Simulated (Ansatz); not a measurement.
# HgTe under changes of volume

One of the cells (32.157 Å³/atom); the others are scaled copies at fixed shape and fractional positions:

```
CELL_PARAMETERS angstrom
0.00000 3.18000 3.18000
3.18000 0.00000 3.18000
3.18000 3.18000 0.00000
ATOMIC_POSITIONS crystal
Hg 0.00000 0.00000 0.00000
Te 0.50000 0.50000 0.50000
```

Measurements of this composition are mostly on another form, of space group No. 216.

```yaml
Program: Ansatz 0.2.0
Functional: r2SCAN
Potentials_or_basis: Ansatz PAW
Cutoff: "500 eV (not typed: the program's choice for these potentials)"
k_mesh: 7 × 7 × 7
Occupations: fermi-dirac, width 0.05 eV
Spin: no spin polarisation
```

```csv
volume (Å³/atom),energy over the lowest point (meV/atom),pressure (GPa)
30.228,0.00,-3.1
30.871,?,?
31.514,30.86,-4.4
32.157,49.91,-5.0
32.801,70.91,-5.4
33.444,93.56,-5.8
34.087,117.60,-6.1
```

Question: What does the run at 30.871 Å³/atom give?

Answer: Energy over the lowest point 14.09 meV/atom; pressure -3.8 GPa.

Worked out: A Birch-Murnaghan fit of order 3 (a polynomial in V^(-2/3)) to the other rows has no minimum within the range. It gives 14.10 meV/atom at 30.871 Å³/atom, against the run's 14.09, and -dE/dV = -3.9 GPa, against -3.8.

Energies are extrapolated to zero smearing.

Caveats: the PAW data sets come from PBE, with cores solved anew for the run's functional, which leaves a small shift of forces and pressure.
